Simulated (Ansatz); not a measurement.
**Ni: straining the crystal, uniaxial strain along c**

The task here is to estimate one member of a computed series from the others.

Method: DFT PBEsol, scalar-relativistic, plane waves, PAW, in Ansatz 0.2.0.

3 further runs of the same task are left out: 3 set aside as unsound or not needed.

**Starting point**

Symmetry: Fm-3m, No. 225, cubic system. The conventional cell has a = 3.463 Å, b = 3.463 Å, c = 3.463 Å, α = 90.00°, β = 90.00°, γ = 90.00°. Ni (site symmetry m-3m) is surrounded by 12 Ni at 2.45 Å.

Structure file:

```xyz
2
Lattice="1.7316 1.7316 0.0000 -1.7316 1.7316 0.0000 0.0000 0.0000 3.4631" Properties=species:S:1:pos:R:3 pbc="T T T"
Ni    0.0000    0.0000    0.0000
Ni    0.0000    1.7316    1.7316
```

The first run:

input.yaml

```yaml
crystal:
  lattice:
    - [1.7315747009, 1.7315747009, 0.0]
    - [-1.7315747009, 1.7315747009, 0.0]
    - [0.0, 0.0, 3.4631494018]
  atoms:
    - { symbol: Ni, position: [0.0, 0.0, 0.0], spin: 0.73 }
    - { symbol: Ni, position: [0.5, 0.5, 0.5], spin: 0.73 }
basis:
  ecutwfc: 420
kpoints:
  mp_grid: { grid: [22, 22, 16] }
hamiltonian:
  xc: pbesol
scf:
  occupations: { method: gaussian, width: 0.1 }
output:
  forces: true
  stress: true
  eigenvalues: true
  populations: true
magnetization:
  spin_polarized: true
```

On the command line:

```bash
> ansatz run input.yaml --threads 1 --pin off --max-ram 2560MiB --backend cpu --events-out ev --progress --plain --runs-dir out
```

Among the steps run: Reference cell for the strains; The cell strained by -1.0 %; The cell strained by +1.0 %; The cell strained by -2.0 %; At +2.0 %; The cell strained by -3.0 %; Strain +3.0 %.

One table of the session follows, with a row left open; its other results are not shown here.

Lengths are those of the vectors of the cell that was run; stresses in GPa:

| strain (%) | ΔE (meV/atom) | a (Å) | b (Å) | c (Å) | moment (μB/cell) |
| --- | --- | --- | --- | --- | --- |
| -3.0 | 5.0 | 2.478 | 2.478 | 3.359 | 1.25 |
| -2.0 | 2.2 | 2.468 | 2.468 | 3.394 | 1.25 |
| -1.0 | 0.5 | 2.458 | 2.458 | 3.429 | 1.26 |
| +0.0 | 0.0 | 2.449 | 2.449 | 3.463 | 1.26 |
| +1.0 | 0.7 | 2.440 | 2.440 | 3.498 | 1.27 |
| +2.0 | ? | ? | ? | ? | ? |
| +3.0 | 5.9 | 2.424 | 2.424 | 3.567 | 1.27 |

Estimate the missing values for strain (%) = +2.0.

Worked estimate for «ΔE (meV/atom)». A straight line through the neighbours (1.0, 0.7) and (3.0, 5.9) gives 0.7 + (5.9 − 0.7) × (2.0 − 1.0) / (3.0 − 1.0) = 3.3; a parabola fitted to 3 rows on both sides gives 2.7.

The run gave: ΔE (meV/atom): 2.7; a (Å): 2.432; b (Å): 2.432; c (Å): 3.532; moment (μB/cell): 1.27. In «ΔE (meV/atom)» the line misses by +0.6 and the parabola by 0.0.

ΔE is over the unstrained cell. Stress in GPa, positive in compression, on the Cartesian axes of the input. 
